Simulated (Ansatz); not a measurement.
**O: the order of phases at one pressure**

Which of fcc, bcc, hcp, sc, beta tin, diamond has the lowest enthalpy for O at one common pressure? The runs shown use LAPW. Companion runs by PAW are cited.

Program: Ansatz 0.2.0. Level of theory: DFT, PBE, all-electron LAPW, scalar-relativistic. These are calculated values, not measurements.

## (1) Starting point

Symmetry: Fm-3m, No. 225, cubic system. Conventional cell: a = 3.035 Å, b = 3.035 Å, c = 3.035 Å, α = 90.00°, β = 90.00°, γ = 90.00°. O (site symmetry m-3m) is surrounded by 12 O at 2.15 Å.

As a file:

```
O
1.0
     0.00000    1.51753    1.51753
     1.51753    0.00000    1.51753
     1.51753    1.51753    0.00000
O
1
Direct
  0.00000 0.00000 0.00000
```

## (2) Fcc relaxed under pressure, LAPW

Input file input.yaml:

```yaml
crystal:
  lattice:
    - [0.0, 1.5175294132, 1.5175294132]
    - [1.5175294132, 0.0, 1.5175294132]
    - [1.5175294132, 1.5175294132, 0.0]
  atoms:
    - { symbol: O, position: [0.0, 0.0, 0.0] }
kpoints:
  mp_grid: { grid: [19, 19, 19] }
scf:
  occupations: { method: fermi_dirac, width: 0.05 }
hamiltonian:
  xc: pbe
  pseudopotentials: { kind: all_electron, lapw: { basis_error: 0.0005 } }
output:
  forces: true
  stress: true
  eigenvalues: true
relax:
  f_tol: 0.005
  max_steps: 12
  cell: { p_target: 26.0, stress_tol: 0.03 }
```

The run is started by

```bash
$ ansatz run input.yaml --threads 1 --pin off --max-ram 3584MiB --backend cpu --events-out ev --progress --plain --runs-dir out
```

After this run come: Bcc relaxed under pressure, LAPW; Hcp relaxed under pressure, LAPW; Sc relaxed under pressure, LAPW; Beta tin relaxed under pressure, LAPW; Diamond relaxed under pressure, LAPW.

**Question.** What will these runs give? Wanted: pressure; lowest (for each run or level that gives them).

**Answer**, as computed:

| quantity | value |
| --- | --- |
| pressure | 26 GPa |
| lowest (LAPW) | beta tin, 49.0 meV/atom under sc |
| lowest (PAW) | beta tin, 50.3 meV/atom under sc |

In words: By LAPW the order is beta tin < sc < hcp < diamond < bcc < fcc. By PAW the order is beta tin < sc < hcp < diamond < bcc < fcc. The methods agree on the lowest phase. Only these structures were tried, with electrons smeared by 0.05 eV and without vibrations, so the true ground state may be another. The k meshes differ between phases and weren't tested, which can move differences by some meV. The hcp start ended with c/a = 1.02, far from close packing. Solid oxygen carries moments on its molecules; these runs leave spin out.
